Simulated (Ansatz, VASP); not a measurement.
# One calculation of Ga, two programs

```
Ga
1.0
    -1.38440    1.38440    2.31122
     1.38440   -1.38440    2.31122
     1.38440    1.38440   -2.31122
Ga
1
Direct
  0.00000 0.00000 0.00000
```

This isn't the form of Ga at room conditions, which is orthorhombic.

Alike in both runs: functional LDA; k mesh 13 × 13 × 13; occupations fermi-dirac, width 0.05 eV; no spin polarisation.

|  | VASP | Ansatz |
| --- | --- | --- |
| version | VASP 6.6.1 | Ansatz 0.2.0 |
| potentials or method | VASP PAW LDA potentials, release 64 (Ga_d) | Ansatz PAW |
| plane-wave cutoff (eV) | 520 | 420 |
| valence electrons in the cell | 13 | 13 |
| task | single point | band structure |

```tsv
	VASP	Ansatz	Ansatz less VASP
gap on the k mesh at the Fermi level (eV)	none	none	-
pressure (GPa)	-2.3	-2.4	-0.07
largest component of the traceless stress (GPa)	0.24	0.26	+0.020
```

A gap of «none» marks a metal or a gap that the smearing closes.

Caveats: the PAW data sets come from PBE, with cores solved anew for the run's functional, which leaves a small shift of forces and pressure (Ansatz).
